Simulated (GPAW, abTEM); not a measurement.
# ZrS2 monolayer, Cl on a S site: independent atoms against a DFT potential

Question: image and diffraction simulations usually add up neutral spherical atoms. How large is the error for a ZrS2 monolayer, Cl on a S site, in scanning-probe images and phase-contrast images?

The sheet lies in the middle of a cell with vacuum above and below. All numbers are calculated.

### 1. Find the equilibrium geometry

The density hangs on the geometry, so the atoms are relaxed first, from slightly displaced sites so that no symmetry traps them, in the host's fixed cell.

Settings: GPAW 26.7.0, PBE, 400 eV, 1×1×1 k-points, Fermi–Dirac width 0.05 eV, spin-polarised, BFGS to 0.05 eV/Å.

```console
$ OMP_NUM_THREADS=1 mpirun -n 4 gpaw python run.py > gpaw.log
```

```text
BFGS:    0     -239.634585        1.855479
BFGS:    1     -239.806930        1.408114
BFGS:    2     -240.087302        0.557244
BFGS:    3     -240.107600        0.500108
...
BFGS:   21     -240.190380        0.058982
BFGS:   22     -240.190992        0.055042
BFGS:   23     -240.191470        0.037260
cell  11.0400 12.7479 12.1000  90.00 90.00 90.00
```

After 23 steps the energy has changed by -0.557 eV; the last force printed is 0.037 eV/Å. It took 45 min on 4 cores of Arm Neoverse N1 (shared host), peak memory 2.2 GiB.

Shortest distances after relaxation: S–Zr 2.445 Å, Cl–Zr 2.745 Å, Zr–Zr 3.577 Å, S–S 3.578 Å.

### 2. Density and charge transfer

Fast electrons feel the potential of the nuclei and of all the electrons, so the PAW density is rebuilt with its core regions. Subtracting spherical free atoms from the same code cancels the cores and leaves the deformation density Δρ, the part due to bonding.

Settings: PBE, 500 eV, 1×1×1 k-points, Fermi–Dirac width 0.05 eV, spin-polarised; supercell of 36 atoms.

```console
$ OMP_NUM_THREADS=1 mpirun -n 4 gpaw python run.py > gpaw.log
```

```text
|iter:   1|       0s | -248.549825 | +0.77 |       |  +3.6046|
|iter:   2|      14s | -247.707598 | -0.21 | -0.96 |  +3.4422|
|iter:   3|      29s | -241.401311 | -0.08 | -1.02 |  +2.0583|
...
|iter:  20|     302s | -240.981776c| -6.93 | -4.65c|  +0.0026|
|iter:  21|     316s | -240.981775c| -7.39 | -4.88c|  +0.0008|
|iter:  22|     330s | -240.981776c| -7.81c| -5.10c|  +0.0004|
```

```text
grid (120, 140, 126)  electrons 865.000  moved by bonding 9.350 e
deformation density beyond 0.5 A of the nuclei: max 0.173, min -0.136 e/A^3
```

Deformation density in a plane through the shortest contact of the Cl atom at the origin, in 0.01 e/Å³ (clipped at ±99); x from -1.6 to 4.3 Å, y from 2.4 down to -2.4 Å:

```text
 12   7   0  -5   .  -5   0   7  11   2   .   .  -1   0  -1  -1
  6   2  -5  -1  11  -1  -4   2   7   3   1   5   4   1  -1  -1
  1  -1  -3  -2   0  -2  -3   0   3   6  11  12   6   1  -1  -1
 -1  -1   0   3   6   3   0  -1   0   2   7   8   2  -2  -1   0
 -1  -1   1   6   8   6   3   0  -3  -4   0   6  -3  -5   0   3
 -1  -1   0   1   .  -3   5   4  -2  -1  -4   .  -4  -3   7  11
 -1  -1   0   .   .   .   8   6   1  10   .   .   .   2  12  15
  0   0   1   3   .   0   6   4  -2  -2  -5   .  -6  -2   8  11
  0   0   0   1   0   0   1   0  -3  -5  -1   6  -2  -4   3   7
  0   0   0   0  -1  -1  -1  -1  -1   1   7   8   3   0   0   3
  0   0   0   0  -1  -1  -1  -1   1   5  11  12   7   4   0  -2
  0   0   0   0   0  -1  -1  -1   1   3   5   2   5   7   3  -5
  0   0   0   0   0   0  -1  -1   0  -1   .   .   2  11   7   1
```

Atoms in or within 0.15 Å of the plane: Zr (2.8, 0.0), Cl (0.0, 0.0) Å. Dots mark points within about 0.45 Å of a nucleus; large values next to them are atomic features.

Along the shortest contact from the Cl atom at the map's origin, Cl–Zr at 2.75 Å, Δρ is +0.03 e/Å³ at the midpoint and highest, +0.16, 2.18 Å from Cl (points within 0.5 Å of a nucleus left out): little piles up between the atoms. At the midpoints of other shortest contacts it is +0.14 (Zr–S, 2.44 Å) e/Å³. Point values carry grid noise of about 0.01 e/Å³. The moments given at the start die out. The run needed 22 iterations, 7.5 min.

Atoms whose charge stands out: Cl36 -0.017, S16 -0.193, S27 -0.196, S31 -0.196, S25 -0.221, S26 -0.221 e; averages by element: Zr +0.403, S -0.210, Cl -0.017 e.

### 3. Scanning probe: integrated centre of mass and ABF

The integrated centre-of-mass signal follows the projected potential of a thin sample, so it responds to any shift of charge; annular bright field is given beside it. The probe is focused on the sheet.

Settings: abTEM 1.0.9, 60 kV, 2×1×1 cells, grid 158×92, 12 slices, atoms at rest, semi-angle 25 mrad, ABF 12–25 mrad, Gaussian source blur σ = 0.35 Å; iCOM in arbitrary units. Columns, named by their atoms per repeat: Cl (5.52, 7.45), S_1st (3.69, 8.48), S_2nd (9.15, 7.45), Zr_3rd (1.85, 9.57), Zr_far (0.00, 12.71), S_far (0.00, 2.14), void (3.04, 3.19) Å; 'void' is a point in the widest open channel, away from the defect; 1st, 2nd and so on count shells round it.

```
column  iCOM − void, atoms  bonded  change (%)  ABF, atoms (%)  bonded (%)
    Cl              0.0056  0.0061        +8.2           72.66       72.66
 S_1st              0.0062  0.0061        -1.0           72.91       72.91
 S_2nd              0.0065  0.0063        -3.4           72.71       72.71
Zr_3rd              0.0162  0.0169        +3.9           71.13       71.09
Zr_far              0.0163  0.0169        +3.6           71.13       71.09
 S_far              0.0066  0.0063        -3.8           72.90       72.90
```

Against the void, S_far changes by -3.8 % and Cl by +8.2 %. Screening by site charges alone doesn't account for these signs and sizes; the redistribution between atoms, bonds and voids matters as well. At these points the largest ABF change is 0.042 % of the beam. Time: 50 s.

### 4. Phase-contrast images through focus

Defocus sets how strongly, and with which sign, the lens passes each spatial frequency; bonding changes the potential mostly at the lowest ones. Defocus counts from the exit plane, 5.3 Å below the sheet's middle.

Settings: abTEM 1.0.9, 60 kV, 1×1×1 cells, grid 138×160, 12 slices, atoms at rest, Cs -15 μm, focal spread 30 Å, aperture 35 mrad; positive defocus is underfocus. Intensity relative to vacuum, independent atoms / with bonding. Columns, named by their atoms per repeat: Cl (5.52, 7.45), S_1st (3.69, 8.48), S_2nd (9.15, 7.45), Zr_3rd (1.85, 9.57), Zr_far (0.00, 12.71), S_far (0.00, 2.14), void (3.04, 3.19) Å; 'void' is a point in the widest open channel, away from the defect; 1st, 2nd and so on count shells round it.

| defocus (Å) | Cl | S_1st | S_2nd | Zr_3rd | Zr_far | void |
| --- | --- | --- | --- | --- | --- | --- |
| -200 | 0.986 / 0.991 | 1.034 / 1.034 | 1.087 / 1.084 | 1.224 / 1.229 | 1.228 / 1.234 | 0.907 / 0.907 |
| -130 | 0.864 / 0.863 | 0.832 / 0.825 | 0.831 / 0.824 | 1.017 / 1.031 | 1.018 / 1.031 | 1.039 / 1.040 |
| -50 | 1.008 / 1.008 | 1.006 / 1.002 | 0.973 / 0.969 | 1.030 / 1.037 | 1.020 / 1.027 | 0.995 / 0.995 |
| 130 | 0.830 / 0.828 | 0.798 / 0.802 | 0.781 / 0.784 | 0.700 / 0.690 | 0.702 / 0.693 | 1.148 / 1.148 |
| 200 | 1.284 / 1.278 | 1.210 / 1.210 | 1.217 / 1.219 | 1.316 / 1.320 | 1.339 / 1.343 | 0.859 / 0.858 |

The largest change at any listed point, and its share of that image's contrast range (maximum minus minimum): 0.006 (2 %) at -200 Å, 0.014 (5 %) at -130 Å, 0.007 (7 %) at -50 Å, 0.010 (2 %) at 130 Å, 0.006 (1 %) at 200 Å.

### 5. Answer

Putting the DFT potential in place of independent atoms changes iCOM column contrast by -3.8 to +8.2 % and phase contrast by up to 7 % of its range. The bond at the defect, Cl–Zr, has Δρ = +0.03 e/Å³ at its midpoint. Limits: the bonding term is static and added to Lobato atoms; no inelastic scattering; a small supercell, so defects interact.

[Outputs are excerpts: Python notices, other lines and further rows are left out; steps that failed or that the build refused (PBEsol, TPSS) are not shown.]

[Logs are printed without paths, hosts, clocks, repeated set-up lines and the standing remarks that a program may print on its own settings, such as how far it seeks lower states.]
